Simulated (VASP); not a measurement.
# ZnGa2O4 (Fd-3m) in VASP: further runs

Aim: see how the results for ZnGa2O4 move with the level of theory and the settings. Levels: PBE+D3(BJ), r2SCAN, PBE. Tasks: relaxation of cell and atoms.

Program: VASP 6.6.1. These are calculated values, not measurements. Logs are shortened: lines on timing, memory, paths and dates and some standing lists are left out, and cuts for length are marked.

## 1. Starting point

Symmetry: Fd-3m, No. 227, cubic system. The conventional cell has a = 8.342 Å, b = 8.342 Å, c = 8.342 Å, α = 90.00°, β = 90.00°, γ = 90.00°. Zn (site symmetry -43m) has 4 O at 1.97 Å as nearest neighbours. Around Ga (site symmetry -3m) lie 6 O at 1.99 Å. O (site symmetry 3m) has 1 Zn at 1.97 Å and 3 Ga at 1.99 Å as nearest neighbours.

The cell is a database's computed one.

## 2. Relaxation of cell and atoms, PBE+D3(BJ)

INCAR reads:

```
SYSTEM = ZnGa2O4
PREC = Accurate ; ENCUT = 600
EDIFF = 1E-6 ; ISMEAR = 0
SIGMA = 0.03 ; LREAL = .False.
LASPH = .True. ; NELM = 80
ALGO = Normal ; ISIF = 3
LWAVE = .False. ; LCHARG = .False.
GGA = PE ; IVDW = 12
IBRION = 2 ; NSW = 90
EDIFFG = -0.01 ; KPAR = 4
```

KPOINTS reads:

```
Automatic mesh
0
Gamma
  6 6 6
  0 0 0
```

POSCAR reads:

```
ZnGa2O4
1.0
    0.0000000000      4.1711888808      4.1711888808
    4.1711888808      0.0000000000      4.1711888808
    4.1711888808      4.1711888808      0.0000000000
Zn Ga O
2 4 8
Direct
    0.5000000000      0.5000000000      0.5000000000
    0.7500000000      0.7500000000      0.7500000000
    0.1250000000      0.1250000000      0.6250000000
    0.1250000000      0.6250000000      0.1250000000
    0.6250000000      0.1250000000      0.1250000000
    0.1250000000      0.1250000000      0.1250000000
    0.8865055100      0.3404834700      0.8865055100
    0.3634944900      0.3634944900      0.9095165300
    0.3634944900      0.3634944900      0.3634944900
    0.9095165300      0.3634944900      0.3634944900
    0.8865055100      0.8865055100      0.8865055100
    0.3404834700      0.8865055100      0.8865055100
    0.3634944900      0.9095165300      0.3634944900
    0.8865055100      0.8865055100      0.3404834700
```

Potentials or basis: VASP PAW PBE potentials, release 64 (Zn, Ga_d, O).

Run with:

```bash
> cat potpaw_PBE.64/Zn/POTCAR potpaw_PBE.64/Ga_d/POTCAR potpaw_PBE.64/O/POTCAR > POTCAR
> mpirun -np 4 vasp_std > vasp.out
```

OUTCAR:

```text
SYSTEM = ZnGa2O4
   PREC = Accurate
   ENCUT = 600
   EDIFF = 1E-6
   ISMEAR = 0
   LREAL = .False.
   LASPH = .True.
   NELM = 80
   ISIF = 3
   GGA = PE
   IVDW = 12
   IBRION = 2
   NSW = 90
   EDIFFG = -0.01
 IVDW          = 12

 ion  position               nearest neighbor table
   1  0.500  0.500  0.500-   8 1.97  10 1.97  13 1.97   9 1.97
   2  0.750  0.750  0.750-   7 1.97  12 1.97  14 1.97  11 1.97
   3  0.125  0.125  0.625-   7 1.99   9 1.99  10 1.99  11 1.99  12 1.99  13 1.99
   4  0.125  0.625  0.125-   8 1.99   9 1.99  10 1.99  11 1.99  12 1.99  14 1.99
   5  0.625  0.125  0.125-   7 1.99   8 1.99   9 1.99  11 1.99  13 1.99  14 1.99
   6  0.125  0.125  0.125-   7 1.99   8 1.99  10 1.99  12 1.99  13 1.99  14 1.99
   7  0.887  0.340  0.887-   2 1.97   3 1.99   5 1.99   6 1.99
   8  0.363  0.363  0.910-   1 1.97   4 1.99   5 1.99   6 1.99
   9  0.363  0.363  0.363-   1 1.97   3 1.99   4 1.99   5 1.99
  10  0.910  0.363  0.363-   1 1.97   3 1.99   4 1.99   6 1.99
  11  0.887  0.887  0.887-   2 1.97   3 1.99   4 1.99   5 1.99
  12  0.340  0.887  0.887-   2 1.97   3 1.99   4 1.99   6 1.99
  13  0.363  0.910  0.363-   1 1.97   3 1.99   5 1.99   6 1.99
  14  0.887  0.887  0.340-   2 1.97   4 1.99   5 1.99   6 1.99

  LATTYP: Found a face centered cubic cell.
 ALAT       =     8.3423777616

  Lattice vectors:

 A1 = (   0.0000000000,   4.1711888808,   4.1711888808)
 A2 = (   4.1711888808,   0.0000000000,   4.1711888808)
 A3 = (   4.1711888808,   4.1711888808,   0.0000000000)

Analysis of symmetry for initial positions (statically):
=====================================================================
 Subroutine PRICEL returns:
 Original cell was already a primitive cell.

 Routine SETGRP: Setting up the symmetry group for a
 face centered cubic supercell.

 Subroutine GETGRP returns: Found 48 space group operations
 (whereof 24 operations were pure point group operations)
 out of a pool of 48 trial point group operations.

The static configuration has the point symmetry T_d .
 The point group associated with its full space group is O_h .

Analysis of symmetry for dynamics (positions and initial velocities):
=====================================================================
 Subroutine PRICEL returns:
 Original cell was already a primitive cell.

 Routine SETGRP: Setting up the symmetry group for a
 face centered cubic supercell.

 Subroutine GETGRP returns: Found 48 space group operations
 (whereof 24 operations were pure point group operations)
 out of a pool of 48 trial point group operations.

The dynamic configuration has the point symmetry T_d .
 The point group associated with its full space group is O_h .

 Subroutine INISYM returns: Found 48 space group operations
 (whereof 24 operations are pure point group operations),
 and found     1 'primitive' translations

----------------------------------------------------------------------------------------

                                     Primitive cell

  volume of cell :     145.1475

  direct lattice vectors                    reciprocal lattice vectors
     0.000000000  4.171188881  4.171188881    -0.119869901  0.119869901  0.119869901
     4.171188881  0.000000000  4.171188881     0.119869901 -0.119869901  0.119869901
     4.171188881  4.171188881  0.000000000     0.119869901  0.119869901 -0.119869901

  length of vectors
     5.898951886  5.898951886  5.898951886     0.207620760  0.207620760  0.207620760

  position of ions in fractional coordinates (direct lattice)
     0.500000000  0.500000000  0.500000000
     0.750000000  0.750000000  0.750000000
     0.125000000  0.125000000  0.625000000
     0.125000000  0.625000000  0.125000000
     0.625000000  0.125000000  0.125000000
     0.125000000  0.125000000  0.125000000
     0.886505510  0.340483470  0.886505510
     0.363494490  0.363494490  0.909516530
     0.363494490  0.363494490  0.363494490
     0.909516530  0.363494490  0.363494490
     0.886505510  0.886505510  0.886505510
     0.340483470  0.886505510  0.886505510
     0.363494490  0.909516530  0.363494490
     0.886505510  0.886505510  0.340483470

  ion indices of the primitive-cell ions
   primitive index   ion index
                 1           1
                 2           2
                 3           3
                 4           4
                 5           5
                 6           6
                 7           7
                 8           8
                 9           9
                10          10
                11          11
                12          12
                13          13
                14          14

----------------------------------------------------------------------------------------

 KPOINTS: Automatic mesh

Automatic generation of k-mesh.
 Grid dimensions read from file:
 generate k-points for:    6    6    6

 Generating k-lattice:

  Cartesian coordinates                     Fractional coordinates (reciprocal lattice)
    -0.019978317  0.019978317  0.019978317     0.166666667  0.000000000  0.000000000
     0.019978317 -0.019978317  0.019978317     0.000000000  0.166666667  0.000000000
     0.019978317  0.019978317 -0.019978317     0.000000000  0.000000000  0.166666667

  Length of vectors
     0.034603460  0.034603460  0.034603460

  Shift w.r.t. Gamma in fractional coordinates (k-lattice)
     0.000000000  0.000000000  0.000000000

 Subroutine IBZKPT returns following result:
 ===========================================

 Found     16 irreducible k-points:

 Following reciprocal coordinates:
            Coordinates               Weight
  0.000000  0.000000  0.000000      1.000000
  0.166667  0.000000  0.000000      8.000000
  0.333333  0.000000  0.000000      8.000000
  0.500000  0.000000  0.000000      4.000000
  0.166667  0.166667  0.000000      6.000000
  0.333333  0.166667  0.000000     24.000000
[... 8 lines left out ...]
 -0.333333  0.333333  0.166667     24.000000
 -0.333333  0.500000  0.166667     12.000000
   k-points           NKPTS =     16   k-points in BZ     NKDIM =     16   number of bands    NBANDS=     74
   number of dos      NEDOS =    301   number of ions     NIONS =     14
   total plane-waves  NPLWV = 110592
   dimension x,y,z NGX =    48 NGY =   48 NGZ =   48
   dimension x,y,z NGXF=    96 NGYF=   96 NGZF=   96
   ions per type =               2   4   8
   NGX,Y,Z   is equivalent  to a cutoff of  13.53, 13.53, 13.53 a.u.
   NGXF,Y,Z  is equivalent  to a cutoff of  27.05, 27.05, 27.05 a.u.
 SYSTEM =  ZnGa2O4
   PREC   = accura    normal or accurate (medium, high low for compatibility)
   ISTART =      0    job   : 0-new  1-cont  2-samecut
   ICHARG =      2    charge: 1-file 2-atom 10-const
   ISPIN  =      1    spin polarized calculation?
   LNONCOLLINEAR =      F non collinear calculations
   LSORBIT =      F    spin-orbit coupling
   LASPH  =      T    aspherical Exc in radial PAW
   ENCUT  =  600.0 eV  44.10 Ry    6.64 a.u.  11.78 11.78 11.78*2*pi/ulx,y,z
   NELM   =     80;   NELMIN=  2; NELMDL= -5     # of ELM steps
   EDIFF  = 0.1E-05   stopping-criterion for ELM
   LREAL  =      F    real-space projection
   EDIFFG = -.1E-01   stopping-criterion for IOM
   NSW    =     90    number of steps for IOM
   IBRION =      2    ionic relax: 0-MD 1-quasi-New 2-CG
   NFREE  =      1    steps in history (QN), initial steepest desc. (CG)
   ISIF   =      3    stress and relaxation
   ISYM   =      2    0-nonsym 1-usesym 2-fastsym
   POTIM  = 0.5000    time-step for ionic-motion
   TEBEG  =    0.0;   TEEND  =   0.0 temperature during run
   PSTRESS=    0.0 pullay stress
   NELECT =     124.0000    total number of electrons
   NUPDOWN=      -1.0000    fix difference up-down
   EMIN   =  10.00;   EMAX   =-10.00  energy-range for DOS
   EFERMI =   0.00;   METHOD = LEGACY
   ISMEAR =     0;   SIGMA  =   0.03  broadening in eV -4-tet -1-fermi 0-gaus
   EFERMI_NEDOS =   21; number of points for ismear=-14 and -15
   IALGO  =     38    algorithm
   IMIX   =      4    mixing-type and parameters
     AMIX     =   0.40;   BMIX     =  1.00
     AMIX_MAG =   1.60;   BMIX_MAG =  1.00
  volume/ion in A,a.u.               =      10.37        69.96
  Fermi-wavevector in a.u.,A,eV,Ry     =   1.553384  2.935470 32.830890  2.413002
  Thomas-Fermi vector in A             =   2.657623
   LORBIT       =      0    0 simple, 1 ext, 2 COOP (PROOUT), +10 PAW based schemes
   GGA     = PE    functional components
   LHFCALC =     F    Hartree Fock is set to
   AEXX    =    0.0000 exact exchange contribution
   IVDW    =    12    specifies the selected vdW correction
   LEPSILON=     F    determine dielectric tensor
   LRPA    =     F    only Hartree local field effects (RPA)
 conjugate gradient relaxation of ions
 non-spin polarized calculation
 Gauss-broadening in eV      SIGMA  =   0.03
  energy-cutoff  :      600.00
  volume of cell :      145.15
 maximum number of plane-waves:      4909
   NGX = 23   NGY = 23   NGZ = 23

--------------------------------------- Ionic step        1  -------------------------------------------

 number of electron     123.9999983 magnetization

 Free energy of the ion-electron system (eV)
  ---------------------------------------------------
  ext. energy  EPLUGINS =         0.00000000
  ---------------------------------------------------
  free energy    TOTEN  =       -78.03167470 eV

  energy without entropy =      -78.03167470  energy(sigma->0) =      -78.03167470

------------------------ aborting loop because EDIFF is reached ----------------------------------------

 Edisp (eV)   -3.03524

 E8    (eV) :    -1.1747

  FORCE on cell =-STRESS in cart. coord.  units (eV):
  Direction    XX          YY          ZZ          XY          YZ          ZX
  --------------------------------------------------------------------------------------
  -------------------------------------------------------------------------------------
  Total       4.12026     4.12026     4.12026    -0.00000     0.00000    -0.00000
  in kB      45.48052    45.48052    45.48052    -0.00000     0.00000    -0.00000
  external pressure =       45.48 kB  Pullay stress =        0.00 kB
[... 189 lines left out ...]
  energy  without entropy=      -81.1158820410  energy(sigma->0) =      -81.11588204

--------------------------------------- Ionic step        5  -------------------------------------------

 number of electron     124.0000010 magnetization

 Free energy of the ion-electron system (eV)
  ---------------------------------------------------
  ext. energy  EPLUGINS =         0.00000000
  ---------------------------------------------------
  free energy    TOTEN  =       -78.15245454 eV

  energy without entropy =      -78.15245454  energy(sigma->0) =      -78.15245454

 E-fermi :   3.0646     XC(G=0): -11.5773

 val. band max:        2.9052151240   @ k =  -0.3333   0.1667   0.0000
 cond. band min:       5.3335406229   @ k =   0.0000   0.0000   0.0000
 fundamental gap:      2.4283254989
 Fermi energy:         3.0646493943

 k-point     1 :       0.0000    0.0000    0.0000
  band No.  band energies     occupation
      1     -15.6184      2.00000
      2     -14.2073      2.00000
      3     -14.0452      2.00000
      4     -14.0452      2.00000
      5     -14.0452      2.00000
      6     -13.8235      2.00000
[... 1266 lines left out ...]
  FREE ENERGIE OF THE ION-ELECTRON SYSTEM (eV)
  ---------------------------------------------------
  free  energy   TOTEN  =       -81.1164638252 eV

  energy  without entropy=      -81.1164638252  energy(sigma->0) =      -81.11646383

 reached required accuracy - stopping structural energy minimisation
```

Run time: 2.6 min. Hardware: 4 MPI ranks of Intel Xeon 6975P-C (Granite Rapids), shared host; peak memory 0.46 GiB.

Results:

```
Free energy                            : -81.1165 eV
Relaxed volume                         : 10.61 Å³/atom
Relaxed cell                           : a = 5.945 Å, b = 5.945 Å, c = 5.945 Å, α = 60.00°, β = 60.00°, γ = 60.00°
Space group after relaxing (to 0.05 Å) : Fd-3m (No. 227)
Energy gained by relaxing              : 3.5 meV/atom
Ionic steps                            : 5
Pressure after relaxing                : 0.0 GPa
Largest force after relaxing           : 0.008 eV/Å
Band gap on the k mesh                 : 2.43 eV, indirect (least direct gap 2.60 eV)
Dispersion energy per atom             : -0.212 eV
```

Forces on the atoms (eV/Å):
```
Zn   0.000  0.000  0.000
Zn   0.000  0.000  0.000
Ga   0.000  0.000  0.000
Ga   0.000  0.000  0.000
Ga   0.000  0.000  0.000
Ga   0.000  0.000  0.000
O    0.005 -0.005  0.005
O   -0.005 -0.005  0.005
O    0.005  0.005  0.005
O    0.005 -0.005 -0.005
O   -0.005 -0.005 -0.005
O   -0.005  0.005  0.005
O   -0.005  0.005 -0.005
O    0.005  0.005 -0.005
```

The path:
| step | energy change (eV) | largest force (eV/Å) | pressure (GPa) | volume (Å³) |
| --- | --- | --- | --- | --- |
| 1 | 0.0000 | 0.1655 | 4.55 | 145.15 |
| 2 | -0.0125 | 0.2375 | -3.43 | 151.42 |
| 3 | -0.0490 | 0.0572 | 0.01 | 148.46 |
| 4 | -0.0490 | 0.0541 | 0.19 | 148.39 |
| 5 | -0.0496 | 0.0083 | 0.04 | 148.55 |

Final structure:
```
Zn Ga O
1.0
     0.00000    4.20356    4.20356
     4.20356    0.00000    4.20356
     4.20356    4.20356    0.00000
Zn Ga O
2 4 8
Direct
  0.50000 0.50000 0.50000
  0.75000 0.75000 0.75000
  0.12500 0.12500 0.62500
  0.12500 0.62500 0.12500
  0.62500 0.12500 0.12500
  0.12500 0.12500 0.12500
  0.88638 0.34085 0.88638
  0.36362 0.36362 0.90915
  0.36362 0.36362 0.36362
  0.90915 0.36362 0.36362
  0.88638 0.88638 0.88638
  0.34085 0.88638 0.88638
  0.36362 0.90915 0.36362
  0.88638 0.88638 0.34085
```

## 3. Relaxation of cell and atoms, PBE+D3(BJ)

This run uses another cell than the first one, of 10.61 Å³/atom, 1.023 times its volume.

INCAR reads:

```
SYSTEM = ZnGa2O4
PREC = Accurate ; ENCUT = 600
EDIFF = 1E-7 ; ISMEAR = 0
SIGMA = 0.03 ; LREAL = .False.
LASPH = .True. ; NELM = 80
ALGO = Normal ; ISIF = 3
LWAVE = .False. ; LCHARG = .False.
GGA = PE ; IVDW = 12
IBRION = 2 ; NSW = 90
EDIFFG = -0.005 ; KPAR = 4
```

KPOINTS is that of step 2.

POSCAR reads:

```
ZnGa2O4                                 
1.0
   -0.0000000000      4.2035609384      4.2035609384
    4.2035609384      0.0000000000      4.2035609384
    4.2035609384      4.2035609384      0.0000000000
  Zn              Ga              O             
     2     4     8
Direct
     0.5000000000000000    0.5000000000000000    0.5000000000000000
     0.7500000000000000    0.7500000000000000    0.7500000000000000
     0.1250000000000000    0.1250000000000000    0.6250000000000000
     0.1250000000000000    0.6250000000000000    0.1250000000000000
     0.6250000000000000    0.1250000000000000    0.1250000000000000
     0.1250000000000000    0.1250000000000000    0.1250000000000000
     0.8863830710651216    0.3408507868046354    0.8863830710651216
     0.3636169289348785    0.3636169289348785    0.9091492131953645
     0.3636169289348785    0.3636169289348785    0.3636169289348785
     0.9091492131953645    0.3636169289348785    0.3636169289348785
     0.8863830710651216    0.8863830710651216    0.8863830710651216
     0.3408507868046354    0.8863830710651216    0.8863830710651216
     0.3636169289348785    0.9091492131953645    0.3636169289348785
     0.8863830710651216    0.8863830710651216    0.3408507868046354
```

Potentials or basis: VASP PAW PBE potentials, release 64 (Zn, Ga_d, O).

Run with:

```bash
> cat potpaw_PBE.64/Zn/POTCAR potpaw_PBE.64/Ga_d/POTCAR potpaw_PBE.64/O/POTCAR > POTCAR
> mpirun -np 4 vasp_std > vasp.out
```

It took 70 s on 4 MPI ranks of Intel Xeon 6975P-C (Granite Rapids), shared host; peak memory 0.46 GiB.

The run converged. Its results:

| Item | Value |
| --- | --- |
| Free energy | -81.1253 eV |
| Relaxed volume | 10.61 Å³/atom |
| Relaxed cell | a = 5.945 Å, b = 5.945 Å, c = 5.945 Å, α = 60.00°, β = 60.00°, γ = 60.00° |
| Space group after relaxing (to 0.05 Å) | Fd-3m (No. 227) |
| Energy gained by relaxing | 0.0 meV/atom |
| Ionic steps | 2 |
| Pressure after relaxing | 0.0 GPa |
| Largest force after relaxing | 0.003 eV/Å |
| Band gap on the k mesh | 2.43 eV, indirect (least direct gap 2.59 eV) |
| Dispersion energy per atom | -0.212 eV |

Forces in eV/Å, atoms in the order of the input:
```
Zn   0.000  0.000  0.000
Zn   0.000  0.000  0.000
Ga   0.000  0.000  0.000
Ga   0.000  0.000  0.000
Ga   0.000  0.000  0.000
Ga   0.000  0.000  0.000
O   -0.002  0.002 -0.002
O    0.002  0.002 -0.002
O   -0.002 -0.002 -0.002
O   -0.002  0.002  0.002
O    0.002  0.002  0.002
O    0.002 -0.002 -0.002
O    0.002 -0.002  0.002
O   -0.002 -0.002  0.002
```

Final structure:
```xyz
14
Lattice="0.0000 4.2039 4.2039 4.2039 0.0000 4.2039 4.2039 4.2039 0.0000" Properties=species:S:1:pos:R:3 pbc="T T T"
Zn    4.2039    4.2039    4.2039
Zn    6.3059    6.3059    6.3059
Ga    3.1530    3.1530    1.0510
Ga    3.1530    1.0510    3.1530
Ga    1.0510    3.1530    3.1530
Ga    1.0510    1.0510    1.0510
O     5.1594    7.4524    5.1594
O     5.3504    5.3504    3.0574
O     3.0574    3.0574    3.0574
O     3.0574    5.3504    5.3504
O     7.4524    7.4524    7.4524
O     7.4524    5.1594    5.1594
O     5.3504    3.0574    5.3504
O     5.1594    5.1594    7.4524
```

Levels at points of the mesh, in eV from the valence-band top:
| k point | band 58 | band 59 | band 60 | band 61 | band 62 | band 63 | band 64 | band 65 | band 66 | band 67 |
| --- | --- | --- | --- | --- | --- | --- | --- | --- | --- | --- |
| (0.00, 0.00, 0.00) | -0.25 | -0.25 | -0.17 | -0.17 | -0.17 | 2.43 | 5.96 | 5.96 | 5.96 | 6.33 |
| (0.50, 0.00, 0.00) | -0.58 | -0.26 | -0.26 | -0.05 | -0.05 | 5.20 | 5.46 | 7.09 | 7.36 | 7.36 |
| (0.50, 0.50, 0.00) | -0.72 | -0.27 | -0.27 | -0.20 | -0.20 | 5.96 | 5.96 | 7.62 | 7.62 | 7.71 |

[end of part 1 of 2]
